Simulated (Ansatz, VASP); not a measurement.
BN in VASP and in Ansatz

The input INCAR:

```
  PREC = Accurate
  ENCUT = 520
  EDIFF = 1E-7
  ISMEAR = 0
  SIGMA = 0.1
  LREAL = False
  LASPH = True
  NELM = 100
  ALGO = Normal
  ISIF = 2
  LWAVE = False
  LCHARG = False
  GGA = PE
  IVDW = 12
  NBANDS = 11
```

Contents of KPOINTS:

```
Automatic mesh
0
Gamma
  8 8 8
```

Contents of POSCAR:

```
BN
1.0
    0.0000000000      3.4953158300      2.1660912400
    1.2516321000      0.0000000000      2.1660912400
    1.2516321000      3.4953158300      0.0000000000
B N
1 1
Direct
    0.0000486500      0.0000486500      0.9999513500
    0.6666513400      0.6666513400      0.3333486600
```

Input for Ansatz:

```yaml
crystal:
  lattice:
    - [0.0, 3.49531583, 2.16609124]
    - [1.2516321, 0.0, 2.16609124]
    - [1.2516321, 3.49531583, 0.0]
  atoms:
    - { symbol: B, position: [4.865e-05, 4.865e-05, 0.99995135] }
    - { symbol: "N", position: [0.66665134, 0.66665134, 0.33334866] }
basis:
  ecutwfc: 420
kpoints:
  mp_grid: { grid: [8, 8, 8] }
hamiltonian:
  xc: pbe
  dispersion: d3bj
scf:
  occupations: { method: gaussian, width: 0.1 }
output:
  forces: true
  stress: true
  eigenvalues: true
```

Measurements of this composition are mostly on another form, of space group No. 194.

Alike in both runs: task single point; functional PBE; dispersion D3(BJ); k mesh 8 × 8 × 8; occupations gaussian, width 0.1 eV; no spin polarisation.

|  | VASP | Ansatz |
| --- | --- | --- |
| version | VASP 6.6.1 | Ansatz 0.2.0 |
| potentials or method | VASP PAW PBE potentials, release 64 (B, N) | scalar-relativistic, plane waves, PAW |
| plane-wave cutoff (eV) | 520 | 420 |
| valence electrons in the cell | 8 | 8 |

```csv
,VASP,Ansatz,Ansatz less VASP
gap on the k mesh at the Fermi level (eV),3.82,3.83,+0.008
least direct gap on the mesh (eV),4.80,4.81,+0.004
pressure (GPa),0.9,0.8,-0.06
largest component of the traceless stress (GPa),2.04,1.83,-0.207
rms of the force components (eV/Å),0.006,0.005,-0.0001
```

Atom by atom the forces differ by 0.000 eV/Å (rms over components).

A k mesh can miss the band edges.
